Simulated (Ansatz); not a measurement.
# ZrC (wurtzite): a single-point run

Aim: a sound single-point run of ZrC (wurtzite). The structure is shown as the input types it.

Method: DFT PBE, scalar-relativistic, plane waves, PAW, in Ansatz 0.2.0.

2 further runs of the same task are left out: 1 that didn't finish, 1 set aside as unsound or not needed. Runs told in other sessions of the task aren't counted.

### 1 The system as given

It takes space group P6_3mc (No. 186, hexagonal). The conventional cell has a = 3.887 Å, b = 3.887 Å, c = 4.718 Å, α = 90.00°, β = 90.00°, γ = 120.00°. Zr (site symmetry 3m) has 5 C at 2.24 to 2.41 Å in its first shell of neighbours. Around C (site symmetry 3m) lie 5 Zr at 2.24 to 2.41 Å.

As a file:

```cif
data_structure
_symmetry_space_group_name_H-M 'P 1'
_symmetry_Int_Tables_number 1
_cell_length_a 3.8869
_cell_length_b 3.8869
_cell_length_c 4.7181
_cell_angle_alpha 90.000
_cell_angle_beta 90.000
_cell_angle_gamma 120.000
_cell_volume 61.73
loop_
_atom_site_label
_atom_site_type_symbol
_atom_site_fract_x
_atom_site_fract_y
_atom_site_fract_z
_atom_site_occupancy
Zr1 Zr 0.66667 0.33333 0.06816 1
Zr2 Zr 0.33333 0.66667 0.56816 1
C1 C 0.66667 0.33333 0.55704 1
C2 C 0.33333 0.66667 0.05704 1
```

### 2 Input and run

File input.yaml:

```yaml
crystal:
  lattice:
    - [3.886852045095, 2.886747153569e-11, 0.0]
    - [-1.943426022573, 3.36611261179, 0.0]
    - [0.0, 0.0, 4.7180910788]
  atoms:
    - { symbol: Zr, position: [0.6666666666667, 0.3333333333333, 0.0681625387] }
    - { symbol: Zr, position: [0.3333333333333, 0.6666666666667, 0.5681625387] }
    - { symbol: C, position: [0.6666666666667, 0.3333333333333, 0.5570374613] }
    - { symbol: C, position: [0.3333333333333, 0.6666666666667, 0.0570374613] }
basis:
  ecutwfc: 420
  ecutrho_ratio: 4
kpoints:
  mp_grid: { grid: [1, 1, 1] }
hamiltonian:
  xc: pbe
scf:
  occupations: { method: gaussian, width: 0.05 }
  max_iter: 50
output:
  forces: true
  stress: true
```

The run is started by

```
$ ansatz run input.yaml --threads 2 --pin off --max-ram 2662MiB --backend cpu --events-out ev --progress --plain --runs-dir out
```

What happens when this is run?

The program finished normally. That alone doesn't make the input a sound one.

Look at the input: kpoints.mp_grid.grid is [1, 1, 1]. Band dispersion is ignored when only one k-point is used.

The test: set kpoints.mp_grid.grid to [12, 12, 6].
